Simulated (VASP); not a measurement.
**VASP 6.6.1 run: BeS**

INCAR

```
GGA = PE
ISMEAR = -1
ENCUT = 520
LWAVE = .FALSE.
LREAL = .FALSE.
SIGMA = 0.02
NELM = 94
LDAU = .TRUE.
LASPH = .TRUE.
PREC = Accurate
NSW = 0
EDIFF = 1E-7
LCHARG = .FALSE.
NBANDS = 11
LDAUL = 2 2 2
LDAUTYPE = 2
LDAUU = 4 4 4
ISIF = 2
IBRION = -1
```

KPOINTS

```
KPOINTS created by Atomic Simulation Environment
0
Gamma
10 10 10
0 0 0
```

POSCAR

```
Be S
 1.0000000000000000
     0.0207398099250001    2.3172971969249998    2.3172971969252236
     2.3172971969249998    0.0207398099250001    2.3172971969252236
     2.3380370069000000    2.3380370069000000    0.0000000000504478
 Be  S
   1   1
Cartesian
  0.0000000000000000  0.0000000000000000  0.0000000000000000
  2.3380370068750000  2.3380370068750000  2.3172971969504470
```

The recommended PBE PAW datasets give the neutral cell 8 valence electrons.

Command

```
mpirun -np 1 vasp_std
```

OSZICAR

```
N       E                     dE             d eps       ncg     rms          rms(c)
DAV:   1     0.193476821835E+02    0.19348E+02   -0.39504E+03  3770   0.634E+02
DAV:   2    -0.786571426300E+01   -0.27213E+02   -0.25774E+02  4978   0.113E+02
DAV:   3    -0.896177546242E+01   -0.10961E+01   -0.10930E+01  4787   0.219E+01
DAV:   4    -0.896755696266E+01   -0.57815E-02   -0.57803E-02  4648   0.186E+00
DAV:   5    -0.896759236157E+01   -0.35399E-04   -0.35398E-04  4915   0.137E-01    0.638E+00
DAV:   6    -0.889202144264E+01    0.75571E-01   -0.18527E-01  4369   0.178E+00    0.428E+00
DAV:   7    -0.889114313674E+01    0.87831E-03   -0.64497E-02  4886   0.122E+00    0.162E+00
DAV:   8    -0.889167940402E+01   -0.53627E-03   -0.60795E-03  4327   0.373E-01    0.291E-01
DAV:   9    -0.889166281481E+01    0.16589E-04   -0.15696E-04  4465   0.804E-02    0.518E-02
DAV:  10    -0.889167632043E+01   -0.13506E-04   -0.20199E-05  4407   0.266E-02    0.689E-03
DAV:  11    -0.889167702161E+01   -0.70118E-06   -0.43087E-06  4623   0.110E-02    0.308E-03
DAV:  12    -0.889167699344E+01    0.28178E-07   -0.14259E-07  4046   0.258E-03
   1 F= -.88916770E+01 E0= -.88916770E+01  d E =-.275934E-10
```

From OUTCAR

```
k-points           NKPTS =    171   k-points in BZ     NKDIM =    171   number of bands    NBANDS=     11

   NELECT =       8.0000    total number of electrons

   dimension x,y,z NGX =    24 NGY =   24 NGZ =   28
   dimension x,y,z NGXF=    48 NGYF=   48 NGZF=   56

  energy-cutoff  :      520.00
  volume of cell :       24.89
      direct lattice vectors                 reciprocal lattice vectors
     0.020739810  2.317297197  2.317297197    -0.217717181  0.217717181  0.215768612
     2.317297197  0.020739810  2.317297197     0.217717181 -0.217717181  0.215768612
     2.338037007  2.338037007  0.000000000     0.213854613  0.213854613 -0.215768612

 k-points in reciprocal lattice and weights: KPOINTS created by Atomic Simulation Env
   0.00000000  0.00000000  0.00000000       0.001
   0.10000000  0.00000000 -0.00000000       0.004
   0.20000000  0.00000000 -0.00000000       0.004
   0.30000000 -0.00000000 -0.00000000       0.004
   0.40000000  0.00000000  0.00000000       0.004
   0.50000000  0.00000000 -0.00000000       0.002
   0.10000000  0.10000000 -0.00000000       0.002
   0.20000000  0.10000000 -0.00000000       0.004
   ...

 E-fermi :   7.0239

 k-point     1 :       0.0000    0.0000    0.0000
  band No.  band energies     occupation
      1      -8.4935      2.00000
      2       6.1633      2.00000
      3       6.2931      2.00000
      4       6.4307      2.00000
      5      11.8684      0.00000
      6      15.2422      0.00000
      7      15.4394      0.00000
      8      15.6179      0.00000
      9      16.1528      0.00000
     10      16.1780      0.00000
     11      16.2141      0.00000

 k-point     2 :       0.1000    0.0000   -0.0000
  band No.  band energies     occupation
      1      -8.3436      2.00000
      2       5.4606      2.00000
      3       6.1230      2.00000
      4       6.2929      2.00000
      5      12.2350      0.00000
      6      14.7249      0.00000
      7      14.7583      0.00000
      8      15.0873      0.00000
      9      15.8089      0.00000
     10      16.0303      0.00000
     11      16.6273      0.00000

 k-point     3 :       0.2000    0.0000   -0.0000
  band No.  band energies     occupation
      1      -7.9091      2.00000
      2       3.5807      2.00000
      3       6.0410      2.00000
      4       6.1853      2.00000
      5      12.0057      0.00000
      6      13.0345      0.00000
      7      13.0830      0.00000
      8      15.6970      0.00000
      9      16.8739      0.00000
     10      17.0799      0.00000
     11      17.1668      0.00000

 k-point     4 :       0.3000   -0.0000   -0.0000
  band No.  band energies     occupation
      1      -7.2513      2.00000
      2       1.6245      2.00000
      3       5.9858      2.00000
      4       6.1010      2.00000
      5      11.2996      0.00000
      6      11.6415      0.00000
      7      11.7312      0.00000
      8      16.4660      0.00000
      9      18.3021      0.00000
     10      18.5760      0.00000
     11      18.9090      0.00000

 k-point     5 :       0.4000    0.0000    0.0000
  band No.  band energies     occupation
      1      -6.5431      2.00000
      2       0.0656      2.00000
      3       5.9813      2.00000
      4       6.0704      2.00000
      5      10.7292      0.00000
      6      10.7359      0.00000
      7      10.9052      0.00000
      8      16.6614      0.00000
      9      20.3575      0.00000
     10      20.6375      0.00000
     11      21.0105      0.00000

 ...

  Total       -0.0623362     -0.0623362     -0.0723216     -0.3212193     -0.0000000     -0.0000000
  in kB       -4.0133835     -4.0133835     -4.6562695    -20.6810135     -0.0000000     -0.0000000
  external PRESSURE =      -4.2276788 kB  Pullay stress =       0.0000000 kB

 POSITION                                       TOTAL-FORCE (eV/Angst)
 -----------------------------------------------------------------------------------
      0.00000      0.00000      0.00000        -0.000000      0.000000     -0.000000
      2.33804      2.33804      2.31730         0.000000     -0.000000      0.000000
 -----------------------------------------------------------------------------------
    total drift:                               -0.000000     -0.000000      0.000000

  FREE ENERGIE OF THE ION-ELECTRON SYSTEM (eV)
  ---------------------------------------------------
  free  energy   TOTEN  =        -8.8916769934 eV

  energy  without entropy=       -8.8916769934  energy(sigma->0) =       -8.89167699
```

It converged. Results: gap between bands v and c on the k mesh 0.92 eV; least direct gap on the k mesh 3.97 eV; pressure -0.4 GPa. Band v is the last that the valence electrons fill when counted band by band, and c is the next.

One setting is odd (wrong count of Hubbard values), but here it hardly changes the result.

On sound settings PBE gives a gap of 0.92 eV on its mesh and a pressure of -0.4 GPa for the intended cell. This run's energy (σ→0) differs from it by 0 meV an atom.

The run took about 25 s on one core of a shared host (Intel Xeon Platinum 8488C) and held 0.17 GiB at most.
